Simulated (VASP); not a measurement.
Crystal: CaO.

```
Ca O
1.0
     0.00000    2.40650    2.40650
     2.40650    0.00000    2.40650
     2.40650    2.40650    0.00000
Ca O
1 1
Direct
  0.00000 0.00000 0.00000
  0.50000 0.50000 0.50000
```

The cell was built by a generator and needn't be a form met in nature.

| Item | Value |
| --- | --- |
| Program | VASP 6.6.1 |
| Task | relaxation of cell and atoms |
| Functional | PBEsol |
| Potentials or basis | VASP PAW PBE potentials, release 64 (Ca_sv, O) |
| Cutoff | 600 eV |
| k mesh | 12 × 12 × 12 |
| Occupations | gaussian, width 0.03 eV |
| Spin | no spin polarisation |

At the start: pressure -2.6 GPa; volume 13.94 Å³/atom.

**Question.** How do energy, volume and symmetry change on relaxing?

**Answer.** Over 3 steps the energy falls by 2.8 meV/atom and the volume is 13.61 Å³/atom (-2.4 %); space group Fm-3m (No. 225, to 0.05 Å).

Step by step:
| step | energy change (eV) | largest force (eV/Å) | pressure (GPa) | volume (Å³) |
| --- | --- | --- | --- | --- |
| 1 | 0.0000 | 0.0000 | -2.61 | 27.87 |
| 2 | -0.0047 | 0.0000 | 1.07 | 26.97 |
| 3 | -0.0055 | 0.0000 | 0.00 | 27.21 |

Final structure:
```
Ca O
1.0
     0.00000    2.38733    2.38733
     2.38733    0.00000    2.38733
     2.38733    2.38733    0.00000
Ca O
1 1
Direct
  0.00000 0.00000 0.00000
  0.50000 0.50000 0.50000
```

Caveat: the PAW data sets were made with another functional, which shifts forces and pressure a little.
